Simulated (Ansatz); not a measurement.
# Si on Nb(100): change of the work function, part 5 of 5

Wanted: Δφ(θ) for Si/Nb(100), starting from the hollow site.

Ansatz 0.2.0; plane-wave DFT, RPBE, Ansatz PAW.

So far, work function, upper face (eV): step 2 (the clean slab) 3.45; step 5 (the covered slab, k-mesh 5×5×1, coverage 0.5 ML) 4.92; step 6 (adsorbate added, k-mesh 9×9×1, coverage 1 ML) 4.40; step 8 (the slab at 0.25 ML, atoms frozen) 4.28; step 9 (the substrate of the 0.25 ML cell alone) 3.50.

### 10. The adsorbate layer of the 0.25 ML cell alone

System of this step: Si/Nb(100), adsorbate layer alone, atoms held. The cell holds 1 atom: 1 Si. Its edges and angles: a = 6.600 Å, b = 6.600 Å, c = 26.198 Å, α = 90.0°, β = 90.0°, γ = 90.0°. Vacuum lies along c.

The third part; a free layer of atoms may carry a moment, so spin is on.

The input, input.yaml:

```yaml
crystal:
  lattice:
    - [6.6, 0.0, 0.0]
    - [0.0, 6.6, 0.0]
    - [0.0, 0.0, 26.1984365615]
  atoms:
    - { symbol: Si, position: [0.25, 0.25, 0.6398175386], spin: 1.0 }
magnetization:
  spin_polarized: true
kpoints:
  mp_grid: { grid: [5, 5, 1] }
hamiltonian:
  xc: rpbe
scf:
  occupations: { method: fermi_dirac, width: 0.1 }
  convergence: { dr2_threshold: 1.0e-08 }
efield:
  axis: 3
  dipole_correction: true
  ramp_position: 0.97
  ramp_width: 0.06
output:
  write_potential: true
  write_density: true
  volumetric_format: npy
```

Launch:

```bash
$ ansatz run input.yaml --threads 4 --pin off --max-ram 12288MiB --backend cpu --events-out ev --progress --plain --runs-dir out
```

Numbers of over 12 decimals in the logs are rounded to 6 here.

What it wrote:

```text
[...]
Crystal: 1 atoms, lattice volume = 1141.204 Å³
Basis set: ecut = 420 eV, 22247 PW (Γ)
Bands: 7, of which v1, the nominal top of the filled ones, is band 2 counted from 1 (1 counted from 0)
Symmetry: 8 space group operations
k-points: 6 of 25
[...]
Starting moments: Σ|m| = 1 μB on 1 of 1 site
[...]
SCF iter   7: F=—  HF=-634.800089 eV  |F-HF|=—  |Δ(HF+E_count)|=   2.35e-5  Δρ=1.95e-5 (↑1.95e-5 ↓3.80e-6)  dr2=8.54e-6  dr2_m=6.88e-7  M=2.000 μB ∫|m|=2.000 μB  β_m=1.20  ethr=1.89e-7  p=-0.000 e·Å  D=-3.83e-7 V/Å  ΔV_dip=0.00 eV  dr2_dipole=1.10e-13  V_vac-E_F(+/−)=4.56/4.56 eV  ⟨swp⟩=1.6  Hψ=126  notcnv=0
[...]
spin-set hold released at iteration 7 (site moments contracting): the magnetisation degrees of freedom join the quasi-Newton model from the next iteration; the mixer history was flushed
SCF iter   8: F=—  HF=-634.800077 eV  |F-HF|=—  |Δ(HF+E_count)|=   1.27e-5  Δρ=1.99e-5 (↑1.99e-5 ↓7.25e-6)  dr2=1.20e-5  dr2_m=4.26e-7  M=2.000 μB ∫|m|=2.000 μB  β_m=1.20  ethr=1.89e-7  p=-0.000 e·Å  D=-3.27e-7 V/Å  ΔV_dip=0.00 eV  dr2_dipole=7.29e-15  V_vac-E_F(+/−)=4.56/4.56 eV  ⟨swp⟩=1.8  Hψ=108  notcnv=0  κ⁻¹=1.0e0(r=1)
density mixer auto → broyden: no gap read (density of states about μ 1.45 of a free-electron gas's, 20 screened modes)
SCF iter   9: F=—  HF=-634.800105 eV  |F-HF|=—  |Δ(HF+E_count)|=   2.85e-5  Δρ=3.27e-5 (↑3.27e-5 ↓4.01e-6)  dr2=1.98e-5  dr2_m=2.45e-6  M=2.000 μB ∫|m|=2.000 μB  β_m=1.20  ethr=1.89e-7  p=-0.000 e·Å  D=-3.68e-7 V/Å  ΔV_dip=0.00 eV  dr2_dipole=1.03e-13  V_vac-E_F(+/−)=4.57/4.57 eV  ⟨swp⟩=2.8  Hψ=123  notcnv=0  κ⁻¹=2.1e-1(r=2)
[...]
SCF iter  15: F=-634.800062 eV  HF=-634.800062 eV  |F-HF|=1.09e-10  |Δ(HF+E_count)|=  9.61e-10  Δρ=1.73e-8 (↑1.73e-8 ↓1.32e-8)  dr2=7.26e-12  dr2_m=7.67e-13  M=2.000 μB ∫|m|=2.000 μB  ethr=1.06e-12  p=-0.000 e·Å  D=-2.77e-7 V/Å  ΔV_dip=0.00 eV  dr2_dipole=5.29e-17  V_vac-E_F(+/−)=4.56/4.56 eV  ⟨swp⟩=1.0  Hψ=236  notcnv=0
SCF 1 converged in 15 iterations: F = -634.800062 eV  dr2 = 7.26e-12
[...]
this state was not tested for a lower state beside it, because the mixer in use, unlike msr1, does not test its closes by its own steps (another_mixer; see scf.mixing.algorithm and scf.lower_state_search)
SCF converged after 15 iterations
an eigenvalue changed by more than its tolerance at an iteration that met the thresholds in force, so the SCF went on 1 time: the last check found none over its tolerance
Magnetization: 2.0000 μB (3.0000 up, 1.0000 down)
Absolute magnetization: 2.0000 μB (∫|ρ↑−ρ↓|, with the PAW one-centre terms)
[...]
Per-site moments (μB) at R_I (Å): [(1.945436, 2.7225)]
Free energy (F): -634.800062 eV
[...]
Internal energy: -634.615258 eV  (E = F + TS)
E sigma→0 (E₀):  -634.707660 eV
Entropy (-TS):   -0.184804 eV (-184.804 meV/atom)
Fermi energy:    -4.346910 eV
Dipole field:    D = -0.000000 V/Å  (p = -0.000002 e·Å, saw-weighted, corrected)
Work function:   Φ+ = 4.5631 eV   Φ− = 4.5631 eV
[...]
--- Band table (eV; the first three rows and the last of 12) ---
[...]
```

The job ended after 7.1 s (4 threads of Arm Neoverse V1, shared host; peak memory 1 GiB; 26 s of CPU time).

This step gave:

```yaml
energy_at_zero_smearing: -634.7077 eV
total_moment: 2.000 μB
site_moments: 1.945 μB
work_function_upper_face: 4.563 eV
dipole_along_the_normal: -1.72e-6 e·Å
```

Site moment by atom:

```csv
atom,site moment (μB)
Si1,1.95
```

The free layer carries a moment of 2.0 μB a cell.

### 11. Where the charge went at 0.25 ML

This step: plane-wave DFT, RPBE, Ansatz PAW; density difference on adsorption (Ansatz 0.2.0).

The densities of the parts are taken from that of the whole and averaged over planes; the first moment of what is left gives the step in the potential.

This step gave:

```yaml
largest_charge_moved: -0.003662 e/Å²
potential_step_from_the_moved_charge: 0.7593 eV
```

Planar mean, whole system less its parts. Table of electron density difference by z:

```csv
z (Å),electron density difference (e/Å³)
4.0,4.6e-7
4.5,1.2e-6
5.0,2.9e-6
5.5,6.7e-6
6.0,1.5e-5
6.5,3.4e-5
7.0,6.0e-5
7.5,5.4e-5
8.0,-7.4e-5
8.5,-4.0e-5
9.0,-3.4e-4
9.5,4.1e-4
10.0,-4.1e-5
10.5,-3.1e-4
11.0,-3.4e-4
11.5,5.0e-4
12.0,1.4e-4
12.5,-4.6e-4
13.0,-3.4e-4
13.5,0.00116
14.0,4.2e-4
14.5,-0.00393
15.0,-0.00268
15.5,-0.00163
16.0,0.00118
16.5,0.00478
17.0,0.00360
17.5,-8.1e-5
18.0,-8.4e-4
18.5,-6.5e-4
19.0,-3.5e-4
19.5,-1.6e-4
20.0,-7.3e-5
20.5,-3.0e-5
21.0,-1.2e-5
21.5,-4.4e-6
22.0,-1.6e-6
22.5,-5.8e-7
23.0,-2.2e-7
```

The electrons moved below z oscillates, so the rows of the table below give means over windows of 1 Å about each position, cut where the curve ends. Its maxima inside the range that stand out by 2 % of the span (Å: e/Å²): 9.9: 8.5e-5, 11.9: 8.7e-5, 14.0: 4.2e-4, 17.5: 0.00116. Its minima: 9.2: -1.0e-4, 11.2: -2.6e-4, 13.1: -3.6e-4, 15.9: -0.00366.

Planar mean, whole system less its parts. Electrons moved below z against z; means over each step:

```csv
z (Å),electrons moved below z (e/Å²)
4,3.0e-7
5,2.0e-6
6,1.2e-5
7,5.0e-5
8,6.2e-5
9,-3.6e-5
10,3.9e-5
11,-1.9e-4
12,7.3e-6
13,-2.4e-4
14,1.6e-4
15,-0.00233
16,-0.00308
17,3.0e-4
18,7.9e-4
19,2.1e-4
20,3.9e-5
21,6.0e-6
22,8.3e-7
23,1.4e-7
```

### 12. The same run with other settings

This step: plane-wave DFT, RPBE, Ansatz PAW (Ansatz 0.2.0).

System of this step: Si/Nb(100). The cell holds 6 atoms: 5 Nb and 1 Si. Its edges and angles: a = 3.300 Å, b = 3.300 Å, c = 26.198 Å, α = 90.0°, β = 90.0°, γ = 90.0°. Vacuum lies along c.

A run with a changed input: it repeats the earlier run at 1 ML with basis.ecutrho_ratio to 9 and scf.mixing.preconditioner to none.

The input, input.yaml:

```yaml
crystal:
  lattice:
    - [3.3, 0.0, 0.0]
    - [0.0, 3.3, 0.0]
    - [0.0, 0.0, 26.1984365615]
  atoms:
    - { symbol: Nb, position: [0.0, 0.0, 0.34353195] }
    - { symbol: Nb, position: [0.5, 0.5, 0.4065128076] }
    - { symbol: Nb, position: [0.0, 0.0, 0.4704112922] }
    - { symbol: Nb, position: [0.5, 0.5, 0.5356217721] }
    - { symbol: Nb, position: [0.0, 0.0, 0.591548868] }
    - { symbol: Si, position: [0.5, 0.5, 0.65646805] }
kpoints:
  mp_grid: { grid: [9, 9, 1] }
hamiltonian:
  xc: rpbe
scf:
  occupations: { method: fermi_dirac, width: 0.1 }
  convergence: { dr2_threshold: 1.0e-08 }
  mixing: { preconditioner: none }
efield:
  axis: 3
  dipole_correction: true
  ramp_position: 0.97
  ramp_width: 0.06
relax:
  f_tol: 0.02
  max_steps: 60
  constraints: [{ sites: [0, 1] }]
output:
  bader: true
  write_potential: true
  write_density: true
  volumetric_format: npy
basis:
  ecutrho_ratio: 9
```

What it wrote:

```text
[...]
Crystal: 6 atoms, lattice volume = 285.301 Å³
Basis set: ecut = 420 eV, 5647 PW (Γ), exchange–correlation on 72×72×540 points (8 copies of the dense FFT grid, shifted against one another)
Bands: 42, of which v1, the nominal top of the filled ones, is band 35 counted from 1 (34 counted from 0)
Symmetry: 8 space group operations
[...]
k-points: 15 of 81
[...]
SCF iter   1: F=—  HF=-23432.588825 eV  |F-HF|=—  |Δ(HF+E_count)|=         —  Δρ=8.67e-3  dr2=5.66e0  ethr=1.77e-3  p=-0.083 e·Å  D=-5.25e-2 V/Å  ΔV_dip=1.38 eV  dr2_dipole=1.40e0  V_vac-E_F(+/−)=5.36/3.99 eV  ⟨swp⟩=8.4  Hψ=3022  notcnv=0
[...]
SCF iter  21: F=-23432.476088 eV  HF=-23432.476088 eV  |F-HF|=2.90e-9  |Δ(HF+E_count)|=  8.88e-10  Δρ=5.04e-7  dr2=3.29e-9  ethr=1.45e-11  p=-0.067 e·Å  D=-4.22e-2 V/Å  ΔV_dip=1.11 eV  dr2_dipole=8.62e-10  V_vac-E_F(+/−)=4.68/3.57 eV  ⟨swp⟩=10.0  Hψ=4603  notcnv=0
SCF 1 converged in 21 iterations: F = -23432.476088 eV  dr2 = 3.29e-9
[...]
relax step   1: F+E_penalty+E_count = -23432.47608848 eV  Δ(F+E_penalty+E_count) = +0.000e0 eV  max|allowed force component| = 2.300e0 eV/Å  Δτ_max = 0.0000 Å  (21 SCF iters, accepted)
[...]
SCF iter   1: F=—  HF=-23433.133265 eV  |F-HF|=—  |Δ(HF+E_count)|=         —  Δρ=1.14e-2  dr2=2.29e0  ethr=3.10e-3  p=-0.067 e·Å  D=-4.22e-2 V/Å  ΔV_dip=1.11 eV  dr2_dipole=3.89e-1  V_vac-E_F(+/−)=4.69/3.59 eV  ⟨swp⟩=10.7  Hψ=2224  notcnv=0
[...]
SCF iter  17: F=-23432.987689 eV  HF=-23432.987689 eV  |F-HF|=4.81e-9  |Δ(HF+E_count)|=   3.72e-8  Δρ=1.35e-6  dr2=7.88e-9  ethr=1.45e-11  p=-0.055 e·Å  D=-3.51e-2 V/Å  ΔV_dip=0.92 eV  dr2_dipole=6.22e-11  V_vac-E_F(+/−)=4.50/3.58 eV  ⟨swp⟩=10.1  Hψ=5131  notcnv=0
SCF 2 converged in 17 iterations: F = -23432.987689 eV  dr2 = 7.88e-9
relax step   2: F+E_penalty+E_count = -23432.98768882 eV  Δ(F+E_penalty+E_count) = -5.116e-1 eV  max|allowed force component| = 1.134e0 eV/Å  Δτ_max = 0.1950 Å  (17 SCF iters, accepted)
SCF iter   1: F=—  HF=-23433.220606 eV  |F-HF|=—  |Δ(HF+E_count)|=         —  Δρ=8.31e-3  dr2=2.65e0  ethr=3.10e-3  p=-0.055 e·Å  D=-3.51e-2 V/Å  ΔV_dip=0.92 eV  dr2_dipole=6.39e-1  V_vac-E_F(+/−)=4.53/3.61 eV  ⟨swp⟩=7.1  Hψ=1721  notcnv=0
[...]
SCF iter  16: F=-23433.127602 eV  HF=-23433.127602 eV  |F-HF|=2.02e-9  |Δ(HF+E_count)|=   1.23e-9  Δρ=4.71e-7  dr2=2.06e-9  ethr=1.45e-11  p=-0.051 e·Å  D=-3.22e-2 V/Å  ΔV_dip=0.84 eV  dr2_dipole=6.11e-10  V_vac-E_F(+/−)=4.43/3.59 eV  ⟨swp⟩=10.5  Hψ=4462  notcnv=0
SCF 3 converged in 16 iterations: F = -23433.127602 eV  dr2 = 2.06e-9
relax step   3: F+E_penalty+E_count = -23433.12760225 eV  Δ(F+E_penalty+E_count) = -1.399e-1 eV  max|allowed force component| = 5.019e-1 eV/Å  Δτ_max = 0.1948 Å  (16 SCF iters, accepted)
[...]
relax step   4: F+E_penalty+E_count = -23433.13746483 eV  Δ(F+E_penalty+E_count) = -9.863e-3 eV  max|allowed force component| = 2.065e-1 eV/Å  Δτ_max = 0.1305 Å  (18 SCF iters, accepted)
[...]
relax step   5: F+E_penalty+E_count = -23433.14322997 eV  Δ(F+E_penalty+E_count) = -5.765e-3 eV  max|allowed force component| = 2.156e-2 eV/Å  Δτ_max = 0.0513 Å  (16 SCF iters, accepted)
SCF iter   1: F=—  HF=-23433.143192 eV  |F-HF|=—  |Δ(HF+E_count)|=         —  Δρ=1.68e-4  dr2=7.10e-4  ethr=7.45e-6  p=-0.049 e·Å  D=-3.09e-2 V/Å  ΔV_dip=0.81 eV  dr2_dipole=1.27e-4  V_vac-E_F(+/−)=4.40/3.59 eV  ⟨swp⟩=2.2  Hψ=921  notcnv=0
[...]
SCF iter  10: F=-23433.143261 eV  HF=-23433.143261 eV  |F-HF|=3.69e-9  |Δ(HF+E_count)|=   8.86e-9  Δρ=1.57e-6  dr2=6.42e-9  ethr=1.45e-11  p=-0.049 e·Å  D=-3.10e-2 V/Å  ΔV_dip=0.81 eV  dr2_dipole=4.91e-12  V_vac-E_F(+/−)=4.40/3.59 eV  ⟨swp⟩=8.8  Hψ=4826  notcnv=0
SCF 6 converged in 10 iterations: F = -23433.143261 eV  dr2 = 6.42e-9
relax step   6: F+E_penalty+E_count = -23433.14326052 eV  Δ(F+E_penalty+E_count) = -3.055e-5 eV  max|allowed force component| = 5.617e-4 eV/Å  Δτ_max = 0.0027 Å  (10 SCF iters, accepted)
[...]
SCF converged after 10 iterations
Stability not checked: this state was not tested for a lower state beside it, because the mixer in use, unlike msr1, does not test its closes by its own steps (another_mixer; see scf.mixing.algorithm and scf.lower_state_search)
Free energy (F): -23433.143261 eV
[...]
Internal energy: -23432.897602 eV  (E = F + TS)
E sigma→0 (E₀):  -23433.020431 eV
Entropy (-TS):   -0.245658 eV (-40.943 meV/atom)
Fermi energy:    3.740669 eV
Dipole field:    D = -0.030987 V/Å  (p = -0.048857 e·Å, saw-weighted, corrected)
Work function:   Φ+ = 4.3997 eV   Φ− = 3.5879 eV
[...]
--- Forces (eV/Å), atoms counted from 1 ---
  atom   1  Nb     0.00000000     0.00000000     0.82591741
  atom   2  Nb     0.00000000     0.00000000    -0.82607299
  atom   3  Nb     0.00000000     0.00000000    -0.00019431
  atom   4  Nb     0.00000000     0.00000000    -0.00012577
  atom   5  Nb    -0.00000000     0.00000000     0.00056172
  atom   6  Si    -0.00000000     0.00000000    -0.00019824
  max |Σ_I F_I| component: 1.12e-4 eV/Å
--- Band table (eV; the first three rows and the last of 15) ---
  k-point 0: bands = [... 31 lower, 3.8351, 3.9468, 3.9468, 4.0229, 4.2764, 4.3224, 4.3224, 4.8288, ... 3 higher]
  k-point 1: bands = [... 31 lower, 3.6382, 3.6457, 3.7942, 3.9417, 4.2405, 4.3051, 4.8836, 4.8946, ... 3 higher]
  k-point 2: bands = [... 31 lower, 3.1599, 3.3753, 3.4582, 3.7499, 3.9751, 4.8197, 4.8853, 5.1443, ... 3 higher]
  k-point 14: bands = [... 31 lower, 2.8827, 2.9939, 3.4324, 4.2606, 4.3401, 5.7676, 5.7712, 5.8590, ... 3 higher]
--- Relaxed structure (6 steps of the walk, 6 accepted, 0 SCFs on fresh bases) ---
  F+E_penalty+E_count = -23433.14326052 eV   max|allowed force component| = 5.617e-4 eV/Å
  atoms:
    - { symbol: Nb, position: [0.0, 0.0, 0.343532] }
    - { symbol: Nb, position: [0.5, 0.5, 0.406513] }
    - { symbol: Nb, position: [0, 0.0, 0.469443] }
    - { symbol: Nb, position: [0.5, 0.5, 0.534124] }
    - { symbol: Nb, position: [0, 0.0, 0.599105] }
    - { symbol: Si, position: [0.5, 0.5, 0.640548] }
--- Bader charges: 6 sites ---
  site symbol  charge [e]  shift [e]
     0     Nb     -0.0811     0.0000
     1     Nb      0.0171     0.0000
     2     Nb      0.0389     0.0000
     3     Nb      0.1796     0.0000
     4     Nb      0.4786     0.0022
     5     Si     -0.6332     0.0022
  estimated error of the sums over rays = 6.8e-4 e
```

It took 64 s on 4 threads; peak memory 0.83 GiB; 4.2 min of CPU time.

The steps of the relaxation:

```csv
step,energy less that of the first step (eV),largest force component (eV/Å)
1,0.0000,2.2996
2,-0.5116,1.1338
3,-0.6515,0.5019
4,-0.6614,0.2065
5,-0.6671,0.0216
6,-0.6672,0.0006
```

The run keeps the 8 symmetry operations that it works with, so distortions that break them were not tested.

The atoms that moved most (Å):

```csv
atom,dx,dy,dz,length
Si6,0.000,0.000,-0.417,0.417
Nb5,0.000,0.000,0.198,0.198
Nb4,0.000,0.000,-0.039,0.039
Nb3,0.000,0.000,-0.025,0.025
```

The relaxed structure:

```cif
data_structure
_symmetry_space_group_name_H-M 'P 1'
_symmetry_Int_Tables_number 1
_cell_length_a 3.3000
_cell_length_b 3.3000
_cell_length_c 26.1984
_cell_angle_alpha 90.000
_cell_angle_beta 90.000
_cell_angle_gamma 90.000
_cell_volume 285.30
loop_
_atom_site_label
_atom_site_type_symbol
_atom_site_fract_x
_atom_site_fract_y
_atom_site_fract_z
_atom_site_occupancy
Nb1 Nb 0.00000 0.00000 0.34353 1
Nb2 Nb 0.50000 0.50000 0.40651 1
Nb3 Nb 0.00000 0.00000 0.46944 1
Nb4 Nb 0.50000 0.50000 0.53412 1
Nb5 Nb 0.00000 0.00000 0.59910 1
Si6 Si 0.50000 0.50000 0.64055 1
```

Numbers from this step:

| Item | Value |
| --- | --- |
| energy at zero smearing | -23433.0204 eV |
| work function, upper face | 4.400 eV |
| work function, lower face | 3.588 eV |
| dipole along the normal | -0.04886 e·Å |
| step between the vacuum levels | 0.8118 eV |

```csv
quantity,this run,earlier run,difference
"work function, upper face (eV)",4.400,4.400,2.1e-4
"work function, lower face (eV)",3.588,3.588,-1.9e-4
dipole along the normal (e·Å),-0.04886,-0.04883,-2.4e-5
```

Nothing in the table moves by 0.01 in its unit (for the dipole 0.5 % and 5e-5 e·Å). The run took 98 SCF cycles against 52.

From the first step to the last the energy fell by 0.667 eV, and the largest move was 0.42 Å (Si6).

### 13. A changed input

System of this step: Nb(100). The cell holds 5 atoms: 5 Nb. Its edges and angles: a = 3.300 Å, b = 3.300 Å, c = 24.600 Å, α = 90.0°, β = 90.0°, γ = 90.0°. Vacuum lies along c.

An input spoilt on purpose, to show how the run answers: it repeats the earlier run at 0 ML with efield.amplitude to 0 and efield.dipole_correction from true to false, and scf.max_iter set to 50.

The input, input.yaml:

```yaml
crystal:
  lattice:
    - [3.3, 0.0, 0.0]
    - [0.0, 3.3, 0.0]
    - [0.0, 0.0, 24.6]
  atoms:
    - { symbol: Nb, position: [0.0, 0.0, 0.3658536585] }
    - { symbol: Nb, position: [0.5, 0.5, 0.4329268293] }
    - { symbol: Nb, position: [0.0, 0.0, 0.5] }
    - { symbol: Nb, position: [0.5, 0.5, 0.5670731707] }
    - { symbol: Nb, position: [0.0, 0.0, 0.6341463415] }
kpoints:
  mp_grid: { grid: [9, 9, 1] }
hamiltonian:
  xc: rpbe
scf:
  occupations: { method: fermi_dirac, width: 0.1 }
  convergence: { dr2_threshold: 1.0e-08 }
  max_iter: 50
efield:
  axis: 3
  dipole_correction: false
  ramp_position: 0.97
  ramp_width: 0.06
  amplitude: 0
relax:
  f_tol: 0.02
  max_steps: 60
  constraints: [{ sites: [0, 1] }]
output:
  write_potential: true
  write_density: true
  volumetric_format: npy
```

What it wrote:

```text
Error: invalid value for `efield.amplitude`: is zero with dipole_correction: false — the section would apply nothing; set a non-zero amplitude, enable dipole_correction, or remove the block
```

It took 0.03 s on 4 threads; peak memory 0.031 GiB.

The input was rejected at the start.

The program's message: “Error: invalid value for `efield.amplitude`: is zero with dipole_correction: false — the section would apply nothing; set a non-zero amplitude, enable dipole_correction, or remove the block”

The fault put into the input: a field block that applies nothing.

### 14. What came out

| Quantity | Value |
| --- | --- |
| work function of the clean face | 3.45 eV |
| work function at 0.11 ML | 3.81 eV |
| work function at 0.25 ML | 4.28 eV |
| work function at 0.5 ML | 4.92 eV |
| work function at 1 ML | 4.40 eV |
| dipole per adsorbate at 0.11 ML, positive end outwards | -0.92 D |
| step of the potential from the moved charge at 0.25 ML, upper less lower side, atoms held | 0.759 eV |

Si raises the work function of Nb(100) at the lowest coverage, by 0.36 eV: the adsorbate layer has its negative end outwards. The dipole per adsorbate falls from 0.92 to 0.27 D as the layer fills. Neighbouring dipoles depolarise each other, and heights and bonding change with coverage too. The slab has 5 layers, at the tabulated experimental lattice constant, one starting site was run, and quantum-size effects of a slab this thin can reach one or two tenths of an eV.

[Logs are printed without paths, hosts, clocks, repeated set-up lines and the standing remarks that a program may print on its own settings, such as how far it seeks lower states.]

[Hosts, paths, dates, database ids (printed as entryN), source tags and the programs' standing remarks are cut or masked in the printed files.]

[Maps of the electrostatic potential energy from Ansatz leave out the sawtooth potential of an applied field or a dipole correction, so their vacuum need not be flat; planar profiles and work functions include it.]
